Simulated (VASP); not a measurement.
A VASP 6.6.1 single-point calculation on ZnSe

INCAR

```
ENCUT = 520
ISIF = 2
EDIFF = 1E-7
PREC = Accurate
GGA = PE
ISMEAR = -1
LCHARG = .FALSE.
LWAVE = .FALSE.
LREAL = .FALSE.
NSW = 0
LASPH = .FALSE.
NELM = 87
IBRION = -1
NBANDS = 16
SIGMA = 0.02
```

KPOINTS

```
KPOINTS created by Atomic Simulation Environment
0
Gamma
8 8 8
0 0 0
```

POSCAR

```
Zn Se
 1.0000000000000000
     0.0000000000000000    2.8324206844000002    2.9173933049000000
     2.8324206844000002    0.0000000000000000    2.9173933049000000
     2.8324206844000002    2.8324206844000002    0.0000000000000000
 Zn  Se
   1   1
Cartesian
  0.0000000000000000  0.0000000000000000  0.0000000000000000
  1.4162103421999999  1.4162103421999999  1.4586966524499998
```

The recommended PBE PAW datasets give the neutral cell 18 valence electrons.

Command

```
mpirun -np 1 vasp_std
```

Problem. Predict the outcome of this run.

Solution. It converged. Results: gap between bands v and c on the k mesh 1.14 eV; least direct gap on the k mesh 1.14 eV; pressure 0.6 GPa. Band v is the last that the valence electrons fill when counted band by band, and c is the next.

OSZICAR

```
N       E                     dE             d eps       ncg     rms          rms(c)
DAV:   1     0.866133423890E+02    0.86613E+02   -0.86915E+03  1888   0.126E+03
DAV:   2    -0.883124791919E+00   -0.87496E+02   -0.82200E+02  2136   0.251E+02
DAV:   3    -0.627664723006E+01   -0.53935E+01   -0.53765E+01  2336   0.604E+01
DAV:   4    -0.631848958113E+01   -0.41842E-01   -0.41839E-01  2360   0.574E+00
DAV:   5    -0.631869392388E+01   -0.20434E-03   -0.20434E-03  2376   0.358E-01    0.451E+00
DAV:   6    -0.604525983890E+01    0.27343E+00   -0.53415E-01  2784   0.233E+01    0.346E+00
DAV:   7    -0.602682875929E+01    0.18431E-01   -0.15091E-01  2200   0.343E+00    0.148E+00
DAV:   8    -0.602669622610E+01    0.13253E-03   -0.42540E-03  2504   0.623E-01    0.439E-01
DAV:   9    -0.602695153101E+01   -0.25530E-03   -0.10678E-03  2248   0.247E-01    0.673E-02
DAV:  10    -0.602705244769E+01   -0.10092E-03   -0.15775E-04  2456   0.959E-02    0.179E-02
DAV:  11    -0.602705345667E+01   -0.10090E-05   -0.29012E-05  2208   0.453E-02    0.487E-03
DAV:  12    -0.602705465632E+01   -0.11996E-05   -0.39158E-06  2504   0.128E-02    0.314E-03
DAV:  13    -0.602705474619E+01   -0.89870E-07   -0.57438E-07  2328   0.575E-03
   1 F= -.60270547E+01 E0= -.60270547E+01  d E =-.845347E-11
```

For comparison, a separate PBE run of the intended cell, on usual settings and not on those above, gives a gap of 1.14 eV on its mesh and a pressure of 0.6 GPa.
